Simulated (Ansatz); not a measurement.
# TiO2: a single-point run

The task is a single-point run on TiO2. The structure is shown as the input types it. The cell is built on a prototype (fluorite) and needn't be the phase found in nature.

Method: density functional or hybrid calculation with the settings of its input, plane waves (as first typed), in Ansatz 0.2.0.

2 further runs of the same task are left out: 2 that didn't finish.

### Step 1. Starting point

The structure is cubic, space group Fm-3m (No. 225). The conventional cell has a = 4.794 Å, b = 4.794 Å, c = 4.794 Å, α = 90.00°, β = 90.00°, γ = 90.00°. Ti (site symmetry m-3m) is surrounded by 8 O at 2.08 Å. O (site symmetry -43m) has 4 Ti at 2.08 Å as nearest neighbours.

The input asks for a charge of +0.1 e on the cell.

Structure file:

```cif
data_structure
_symmetry_space_group_name_H-M 'P 1'
_symmetry_Int_Tables_number 1
_cell_length_a 3.3896
_cell_length_b 3.3896
_cell_length_c 3.3896
_cell_angle_alpha 60.000
_cell_angle_beta 60.000
_cell_angle_gamma 60.000
_cell_volume 27.54
loop_
_atom_site_label
_atom_site_type_symbol
_atom_site_fract_x
_atom_site_fract_y
_atom_site_fract_z
_atom_site_occupancy
Ti1 Ti 0.00000 0.00000 0.00000 1
O1 O 0.25000 0.25000 0.25000 1
O2 O 0.75000 0.75000 0.75000 1
```

### Step 2. Running it

Input file input.yaml:

```yaml
crystal:
  lattice:
    - [0.0, 2.3968272579, 2.3968272579]
    - [2.3968272579, 0.0, 2.3968272579]
    - [2.3968272579, 2.3968272579, 0.0]
  atoms:
    - { symbol: Ti, position: [0.0, 0.0, 0.0] }
    - { symbol: O, position: [0.25, 0.25, 0.25] }
    - { symbol: O, position: [0.75, 0.75, 0.75] }
kpoints:
  mp_grid: { grid: [6, 6, 6] }
hamiltonian:
  xc: pbesol
scf:
  occupations: { method: fixed }
  n_extra_bands: 4
  max_iter: 55
output:
  forces: true
  stress: true
  eigenvalues: true
total_charge: 0.1
```

The run is started by

```
$ ansatz run input.yaml --threads 4 --pin off --max-ram 3686MiB --backend cpu --events-out ev --progress --plain --runs-dir out
```

Q: Will this input give a usable result? If not, why, and what should change?

Nothing was computed: the input was turned down at the start. The line that matters: «inconsistent input (total_charge, scf.occupations.method): 0.1 gives a fractional electron count (23.900) which fixed/explicit occupations and the σ = 0 step fill (a smearing width below the step floor) cannot realise ...»

The typed charge leaves an electron count that fixed occupations can't fill in whole bands.

Remedy: remove the charge, or use smearing if the charged cell is meant.
